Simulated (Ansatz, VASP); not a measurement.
## Cross-check of C61N2 between VASP and Ansatz

One calculation is typed for both programs; each brings its own data sets. How far apart do they land? Of the first pair: The structure shown is the start of the Ansatz relaxation below; VASP solves that cell, so the two are compared at the walk's first step.

Main program and level: Ansatz 0.2.0; plane waves, with VASP 6.6.1 beside it; single point at PBE.

### Step 1. Starting point

The cell holds 63 atoms: 61 C and 2 N. Its edges and angles: a = 7.144 Å, b = 7.144 Å, c = 7.144 Å, α = 90.0°, β = 90.0°, γ = 90.0°. It derives from C (C (Fd-3m)). Nearest the centre at fractional (0.292, 0.375, 0.375): N63 at 1.30 Å, N62 at 1.31 Å, C46 at 1.93 Å, C39 at 1.97 Å, C19 at 2.13 Å, C12 at 2.15 Å, C4 at 2.15 Å, C5 at 2.15 Å. The cell carries charge −1.

### Step 2. Ansatz: relaxation, PBE

Ansatz runs on its default PAW (the set named soft_2) files.

The two programs are compared at the cell with which this relaxation starts, whose forces are those of its first step.

Input file input.yaml:

```yaml
crystal:
  lattice:
    - [7.14391571, 0.0, 0.0]
    - [0.0, 7.14391571, 0.0]
    - [0.0, 0.0, 7.14391571]
  atoms:
    - { symbol: C, position: [0.002470766, 0.00123763, 0.249551371] }
    - { symbol: C, position: [-0.001440489, 0.249081074, 0.002217711] }
    - { symbol: C, position: [0.249665681, -0.001449828, -0.002371477] }
    - { symbol: "N", position: [0.250039118, 0.247385537, 0.251000364], spin: 0.25 }
    - { symbol: C, position: [0.125606857, 0.123497525, 0.372717026] }
    - { symbol: C, position: [0.122810163, 0.373272647, 0.125241961] }
    - { symbol: C, position: [0.37506137, 0.123995032, 0.122387731] }
    - { symbol: C, position: [0.000735297, -0.001404562, 0.747692573] }
    - { symbol: C, position: [1.887e-05, 0.251401759, 0.497576698] }
    - { symbol: C, position: [0.25114226, 0.0025527, 0.499870995] }
    - { symbol: C, position: [0.251500083, 0.248319255, 0.748337916] }
    - { symbol: C, position: [0.1255081, 0.122256057, 0.875224256] }
    - { symbol: C, position: [0.122397418, 0.374219577, 0.624325326] }
    - { symbol: C, position: [0.37300792, 0.12692837, 0.62461182] }
    - { symbol: C, position: [0.372862184, 0.373214812, 0.875283765] }
    - { symbol: C, position: [0.000539129, 0.499764003, 0.247262972] }
    - { symbol: C, position: [-0.000749484, 0.752663441, 0.000426655] }
    - { symbol: C, position: [0.252410084, 0.501156652, 0.000831464] }
    - { symbol: C, position: [0.248391145, 0.752213053, 0.250593006] }
    - { symbol: C, position: [0.127165008, 0.62368138, 0.376188132] }
    - { symbol: C, position: [0.127572767, 0.875889272, 0.12434598] }
    - { symbol: C, position: [0.374813603, 0.622218208, 0.124745903] }
    - { symbol: C, position: [0.373128028, 0.875131614, 0.372922483] }
    - { symbol: C, position: [-0.002725466, 0.500636587, 0.750065315] }
    - { symbol: C, position: [-0.000794895, 0.751447829, 0.497739556] }
    - { symbol: "N", position: [0.249591569, 0.498442696, 0.502290342], spin: 0.25 }
    - { symbol: C, position: [0.249648894, 0.752265999, 0.74839387] }
    - { symbol: C, position: [0.12333659, 0.623650836, 0.876802915] }
    - { symbol: C, position: [0.123265319, 0.876197603, 0.623157636] }
    - { symbol: C, position: [0.374463816, 0.62295655, 0.62316302] }
    - { symbol: C, position: [0.376796047, 0.875296034, 0.877127029] }
    - { symbol: C, position: [0.499691137, -0.000928568, 0.247377017] }
    - { symbol: C, position: [0.501191596, 0.247848207, 0.001336998] }
    - { symbol: C, position: [0.751025225, 0.002457671, 0.000863972] }
    - { symbol: C, position: [0.752301158, 0.248430557, 0.250281422] }
    - { symbol: C, position: [0.627755747, 0.124607232, 0.374701227] }
    - { symbol: C, position: [0.624938398, 0.372466609, 0.12381012] }
    - { symbol: C, position: [0.877190033, 0.126267887, 0.123802547] }
    - { symbol: C, position: [0.87728881, 0.375965366, 0.376291159] }
    - { symbol: C, position: [0.500207927, -0.002434136, 0.751367269] }
    - { symbol: C, position: [0.502012815, 0.248068275, 0.499766135], spin: 0.25 }
    - { symbol: C, position: [0.74934157, 0.000817154, 0.497404542] }
    - { symbol: C, position: [0.749189803, 0.247610831, 0.751213725] }
    - { symbol: C, position: [0.622569158, 0.124161177, 0.876106825] }
    - { symbol: C, position: [0.624198108, 0.3760906, 0.627450559] }
    - { symbol: C, position: [0.87651283, 0.123359311, 0.626690314] }
    - { symbol: C, position: [0.876106466, 0.372434965, 0.874815593] }
    - { symbol: C, position: [0.498453013, 0.499552301, 0.252289994], spin: 0.25 }
    - { symbol: C, position: [0.500800384, 0.751662698, -0.00210535] }
    - { symbol: C, position: [0.749617742, 0.500004654, 0.002773362] }
    - { symbol: C, position: [0.749315793, 0.750372799, 0.247311031] }
    - { symbol: C, position: [0.624626016, 0.627721676, 0.374461213] }
    - { symbol: C, position: [0.624116892, 0.876775079, 0.123023414] }
    - { symbol: C, position: [0.874300771, 0.627079156, 0.126739501] }
    - { symbol: C, position: [0.876866603, 0.876930233, 0.374207743] }
    - { symbol: C, position: [0.501450479, 0.497856556, 0.751067444] }
    - { symbol: C, position: [0.498638109, 0.747818247, 0.498894161] }
    - { symbol: C, position: [0.752007949, 0.498590523, 0.501348774] }
    - { symbol: C, position: [0.749963179, 0.750344209, 0.7472219] }
    - { symbol: C, position: [0.627591663, 0.625834478, 0.874348381] }
    - { symbol: C, position: [0.627758817, 0.875441554, 0.625177868] }
    - { symbol: C, position: [0.87224812, 0.625157914, 0.624510209] }
    - { symbol: C, position: [0.874135145, 0.872645706, 0.873756215] }
total_charge: -1
basis:
  ecutwfc: 420
  xc_grid: 2
hamiltonian:
  xc: pbe
kpoints:
  mp_grid: { grid: [1, 1, 1] }
magnetization:
  spin_polarized: true
  initial_magnetization: 1
  spin_locking: { lock_magnetization: hard }
scf:
  occupations: { method: fermi_dirac, width: 0.01 }
  max_iter: 120
relax:
  f_tol: 0.02
  max_steps: 80
  escape_saddle: false
output:
  forces: true
```

Launch:

```
$ ansatz run input.yaml --threads 4 --pin off --max-ram 7536MiB --backend cpu --events-out ev --progress --plain --runs-dir out
```

Numbers of over 12 decimals in the logs are rounded to 6 here.

Log:

```text
The last accepted step is kept in <dir> (removed where the run ends without a failure and the disk answers)
Engine: ansatz 0.2.0, aarch64-unknown-linux-gnu
Pseudopotentials: kind: paw
Pseudopotential: C, paw, valence charge 4, recommended cutoff 420 eV (normal), C.paw.azcp
Pseudopotential: N, paw, valence charge 5, recommended cutoff 420 eV (normal), N.paw.azcp
Functional definition: PBE
  parameter kappa = 0.804
  parameter beta = 0.066725
  exchange = pbe_x(kappa = kappa, mu = beta*pi^2/3)
  correlation = pbe_c(beta = beta)
Crystal: 63 atoms, lattice volume = 364.594 Å³
Basis set: ecut = 420 eV, 7123 PW (Γ), exchange–correlation on 96×96×96 points (8 copies of the dense FFT grid, shifted against one another)
Bands: 191, of which v1, the nominal top of the filled ones, is band 128 counted from 1 (127 counted from 0)
Symmetry: 1 space group operations
Space group: P1 (ITA 1), of the structure as read, at distance tolerance 7.1e-5 Å
Magnetic group: BNS 1.1 (UNI 1), of the structure as read, at distance tolerance 7.1e-5 Å
k-points: 1
Non-local potential: C, projectors of the file, l = 0: 2, l = 1: 2, l = 2: 1
Non-local potential: N, projectors of the file, l = 0: 2, l = 1: 2, l = 2: 1
PAW form: soft (Blöchl's): semilocal exchange-correlation on the pseudo side does not see the compensation charge
PAW one-centre angular grid: C, 110 points (default); XC on 64 Gauss nodes
PAW one-centre angular grid: N, 110 points (default); XC on 64 Gauss nodes
Initial density: superposition of atomic densities (chi_scale 0.1, normalization cell, long waves kept (reshape's long-wave potential 0.33 eV rms))
Starting moments: Σ|m| = 1 μB on 4 of 63 sites
Initial wavefunctions: pseudopotential atomic-orbital guess
Functional: x = pbe(κ = 0.804, μ = 0.219515), c = pbe(β = 0.066725)
SCF iter   1: F=—  HF=-16057.279789 eV  |F-HF|=—  |Δ(HF+E_count)|=         —  Δρ=7.22e-2 (↑7.22e-2 ↓7.04e-2)  dr2=5.49e1  dr2_m=2.16e-1  M=1.000 μB ∫|m|=1.116 μB  β_m=0.30  ethr=3.10e-3  ⟨swp⟩=7.0  Hψ=1416  notcnv=0  defer=96
preconditioner: auto → Resta (q_TF=auto, 2.570 Å⁻¹)  ε∞=4.3  [insulator: Δε(μ)=0.544 eV  Ē_g=17.100 eV  σ=0.010 eV  W_gap=1.00  n_scr=92 (ndim 8)  ℏωp=31.1 eV  f_vac=0.000  D(μ)=0.00/eV (n_scr^D=0)  ε∞_Penn≈4.3]
spin=Collinear: Resta preconditioning applied to the charge; magnetization (m = ρ↑ − ρ↓) channel mixes plain (no charge-response kernel on spin).
SCF iter   2: F=—  HF=-16049.076816 eV  |F-HF|=—  |Δ(HF+E_count)|=    8.20e0  Δρ=5.24e-2 (↑5.24e-2 ↓5.14e-2)  dr2=2.90e1  dr2_m=1.19e-1  M=1.000 μB ∫|m|=1.120 μB  β_m=0.65  ethr=3.10e-3  ⟨swp⟩=3.0  Hψ=709  notcnv=0  defer=113
SCF iter   3: F=—  HF=-16039.955320 eV  |F-HF|=—  |Δ(HF+E_count)|=    9.12e0  Δρ=4.71e-3 (↑4.71e-3 ↓4.53e-3)  dr2=1.79e-1  dr2_m=4.60e-4  M=1.000 μB ∫|m|=1.154 μB  β_m=0.72  ethr=3.10e-3  ⟨swp⟩=4.5  Hψ=780  notcnv=0  defer=112
SCF iter   4: F=—  HF=-16040.077130 eV  |F-HF|=—  |Δ(HF+E_count)|=   1.22e-1  Δρ=2.04e-3 (↑1.92e-3 ↓2.04e-3)  dr2=3.27e-2  dr2_m=8.89e-5  M=1.000 μB ∫|m|=1.161 μB  β_m=0.77  ethr=7.01e-5  ⟨swp⟩=2.5  Hψ=585  notcnv=0  defer=112
SCF iter   5: F=—  HF=-16040.100469 eV  |F-HF|=—  |Δ(HF+E_count)|=   2.33e-2  Δρ=5.65e-4 (↑5.65e-4 ↓5.25e-4)  dr2=2.66e-3  dr2_m=1.20e-5  M=1.000 μB ∫|m|=1.162 μB  β_m=0.76  ethr=1.28e-5  ⟨swp⟩=3.0  Hψ=554  notcnv=0  defer=112
SCF iter   6: F=—  HF=-16040.102250 eV  |F-HF|=—  |Δ(HF+E_count)|=   1.78e-3  Δρ=1.28e-4 (↑1.15e-4 ↓1.28e-4)  dr2=1.49e-4  dr2_m=2.35e-6  M=1.000 μB ∫|m|=1.163 μB  β_m=0.76  ethr=1.04e-6  ⟨swp⟩=2.0  Hψ=596  notcnv=0  defer=112
SCF iter   7: F=—  HF=-16040.102369 eV  |F-HF|=—  |Δ(HF+E_count)|=   1.19e-4  Δρ=4.70e-5 (↑3.72e-5 ↓4.70e-5)  dr2=1.75e-5  dr2_m=5.75e-7  M=1.000 μB ∫|m|=1.163 μB  β_m=0.77  ethr=5.83e-8  ⟨swp⟩=2.0  Hψ=525  notcnv=0  defer=112
SCF iter   8: F=—  HF=-16040.102380 eV  |F-HF|=—  |Δ(HF+E_count)|=   1.14e-5  Δρ=1.82e-5 (↑1.30e-5 ↓1.82e-5)  dr2=3.12e-6  dr2_m=1.21e-7  M=1.000 μB ∫|m|=1.163 μB  β_m=0.71  ethr=3.92e-9  ⟨swp⟩=4.0  Hψ=914  notcnv=0
SCF iter   9: F=-16040.102381 eV  HF=-16040.102381 eV  |F-HF|=6.17e-8  |Δ(HF+E_count)|=   4.67e-7  Δρ=3.60e-6 (↑3.47e-6 ↓3.60e-6)  dr2=1.06e-7  dr2_m=5.40e-9  M=1.000 μB ∫|m|=1.163 μB  ethr=1.22e-9  ⟨swp⟩=3.0  Hψ=734  notcnv=0
SCF 1 converged in 9 iterations: F = -16040.102381 eV  dr2 = 1.06e-7
  greatest PAW one-centre occupation: 0.793 electrons in one spin orbital (limit 2), on the N atom at site 3 (counted from 0), in its partial waves of l = 0
relax step   1: F+E_penalty+E_count = -16040.10238093 eV  Δ(F+E_penalty+E_count) = +0.000e0 eV  max|allowed force component| = 2.610e0 eV/Å  Δτ_max = 0.0000 Å  (9 SCF iters, dr2 threshold 1.00e-5 eV, accepted)
Initial density: handed on by an earlier stage of this run
Starting moments: Σ|m| = 1 μB on 4 of 63 sites; this step starts from the density that it was given
Initial wavefunctions: those handed on with the density
[...]
--- Forces (eV/Å), atoms counted from 1 ---
  atom   1  C      0.00431335    -0.00742629    -0.00108762
  atom   2  C      0.00022654    -0.00095187    -0.00452502
  atom   3  C     -0.01652225     0.00005969     0.00165317
  atom   4  N      0.00518122     0.00353680     0.00239963
  atom   5  C      0.00022316    -0.01482300    -0.00437373
  atom   6  C      0.00204632    -0.00771694    -0.01192616
  atom   7  C     -0.00080743    -0.01115172    -0.01165420
  atom   8  C     -0.00573512    -0.00607393     0.00723862
  atom   9  C      0.00439600    -0.00662320     0.00038688
  atom  10  C      0.00225587     0.00167278    -0.00566934
  atom  11  C      0.00010990     0.00532281    -0.00349223
  atom  12  C      0.00264219    -0.00177655    -0.00121245
  atom  13  C     -0.00216030     0.00629315     0.01239049
  atom  14  C      0.00173154     0.00181783    -0.00214618
  atom  15  C      0.00220272    -0.00470798     0.00273320
  atom  16  C      0.00616591     0.00016878    -0.00570319
  atom  17  C     -0.00398908     0.00437982    -0.00241252
  atom  18  C      0.00224641    -0.00393856     0.00209700
  atom  19  C      0.00041716    -0.00181492     0.00614229
  atom  20  C     -0.00239491     0.01333856     0.00681179
  atom  21  C      0.00493722     0.00154501    -0.00665075
  atom  22  C     -0.00059957    -0.00065076     0.00366730
  atom  23  C      0.00091751    -0.00116655    -0.00274360
  atom  24  C      0.00106022     0.00110257     0.00793052
[...]
atom  56  C     -0.00431944     0.00339665     0.00085271
  atom  57  C     -0.00341613     0.00276944     0.00485762
  atom  58  C      0.00012461     0.00420517     0.00668401
  atom  59  C     -0.00342286     0.00185984     0.00303915
  atom  60  C      0.00203267     0.00100175    -0.00081892
  atom  61  C      0.00120112    -0.00086723    -0.00256616
  atom  62  C      0.00125399     0.00196042    -0.00151227
  atom  63  C      0.00771589     0.00099072    -0.00005079
  max |Σ_I F_I| component: 6.17e-5 eV/Å
--- Relaxed structure (6 steps of the walk, 6 accepted, 0 SCFs on fresh bases) ---
  F+E_penalty+E_count = -16041.78440419 eV   max|allowed force component| = 1.847e-2 eV/Å
  atoms:
    - { symbol: C, position: [-0.00101749, -0.00177213, 0.249705] }
    - { symbol: C, position: [-0.000995928, 0.249714, -0.00179895] }
    - { symbol: C, position: [0.250603, -0.00175621, -0.00177042] }
    - { symbol: N, position: [0.237842, 0.237327, 0.237309] }
    - { symbol: C, position: [0.125892, 0.125675, 0.368659] }
    - { symbol: C, position: [0.125891, 0.368685, 0.125643] }
    - { symbol: C, position: [0.369586, 0.125402, 0.125390] }
    - { symbol: C, position: [0.000605214, 0.000548595, 0.748923] }
    - { symbol: C, position: [0.00301779, 0.252605, 0.496897] }
    - { symbol: C, position: [0.251745, 0.00240512, 0.497255] }
    - { symbol: C, position: [0.251757, 0.252230, 0.747081] }
    - { symbol: C, position: [0.125363, 0.125507, 0.872834] }
    - { symbol: C, position: [0.125910, 0.380822, 0.623817] }
    - { symbol: C, position: [0.377538, 0.128816, 0.620671] }
    - { symbol: C, position: [0.375343, 0.374764, 0.874718] }
    - { symbol: C, position: [0.00301225, 0.496909, 0.252583] }
    - { symbol: C, position: [0.000596126, 0.748943, 0.000523464] }
    - { symbol: C, position: [0.251746, 0.497269, 0.00237733] }
    - { symbol: C, position: [0.251750, 0.747095, 0.252207] }
    - { symbol: C, position: [0.125903, 0.623835, 0.380799] }
    - { symbol: C, position: [0.125345, 0.872843, 0.125507] }
    - { symbol: C, position: [0.377541, 0.620691, 0.128778] }
    - { symbol: C, position: [0.375343, 0.874749, 0.374739] }
    - { symbol: C, position: [-0.000992275, 0.499779, 0.751251] }
    - { symbol: C, position: [-0.00100728, 0.751268, 0.499769] }
    - { symbol: N, position: [0.237840, 0.512197, 0.512162] }
[...]
- { symbol: C, position: [0.498289, 0.498387, 0.747652] }
    - { symbol: C, position: [0.498284, 0.747674, 0.498364] }
    - { symbol: C, position: [0.749699, 0.499604, 0.499583] }
    - { symbol: C, position: [0.749389, 0.749576, 0.749562] }
    - { symbol: C, position: [0.624229, 0.624477, 0.873951] }
    - { symbol: C, position: [0.624228, 0.873969, 0.624474] }
    - { symbol: C, position: [0.874231, 0.624942, 0.624939] }
    - { symbol: C, position: [0.874910, 0.874744, 0.874729] }
```

Reading the cycles: dr2 is the Hartree energy of the density residual (eV), the measure of convergence; HF is the Harris–Foulkes estimate of the energy, which meets the free energy F at convergence.

(Continued in part 2 of 3.)

[Lines on the potential files, build, host, timing and source positions are cut from VASP's logs without a mark.]

[Logs are printed without paths, hosts, clocks, repeated set-up lines and the standing remarks that a program may print on its own settings, such as how far it seeks lower states.]

[Hosts, paths, dates, database ids (printed as entryN), source tags and the programs' standing remarks are cut or masked in the printed files.]
